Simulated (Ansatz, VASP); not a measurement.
# AlN in VASP and in Ansatz

```
CELL_PARAMETERS angstrom
3.08874 0.00000 0.00000
-1.54437 2.67493 0.00000
0.00000 0.00000 4.94377
ATOMIC_POSITIONS crystal
Al 0.32627 0.68596 0.00152
Al 0.67373 0.31404 0.50152
N 0.33963 0.64945 0.38348
N 0.66037 0.35055 0.88348
```

Change from the starting cell: mode 4 frozen in at -0.052 Å and mode 5 at +0.052 Å (largest displacements).

Alike in both runs: task single point; functional LDA; k mesh 9 × 9 × 6; occupations gaussian, width 0.05 eV; no spin polarisation.

|  | VASP | Ansatz |
| --- | --- | --- |
| version | VASP 6.6.1 | Ansatz 0.2.0 |
| potentials or method | VASP PAW LDA potentials, release 64 (Al, N) | scalar-relativistic, plane waves, PAW |
| plane-wave cutoff (eV) | 520 | 520 |
| valence electrons in the cell | 16 | 16 |

VASP gave:

| Quantity | Value |
| --- | --- |
| gap on the k mesh at the Fermi level (eV) | 4.36 |
| least direct gap on the mesh (eV) | 4.36 |
| pressure (GPa) | 0.4 |
| largest component of the traceless stress (GPa) | 0.22 |
| rms of the force components (eV/Å) | 0.183 |

Question: Estimate Ansatz's values.

Answer: gap on the k mesh at the Fermi level (eV): 4.35; least direct gap on the mesh (eV): 4.35; pressure (GPa): -0.2; largest component of the traceless stress (GPa): 0.24; rms of the force components (eV/Å): 0.183.

Atom by atom the forces differ by 0.002 eV/Å (rms over components).

Caveats: an odd mesh through Γ misses points on the zone boundary, where band edges often lie.
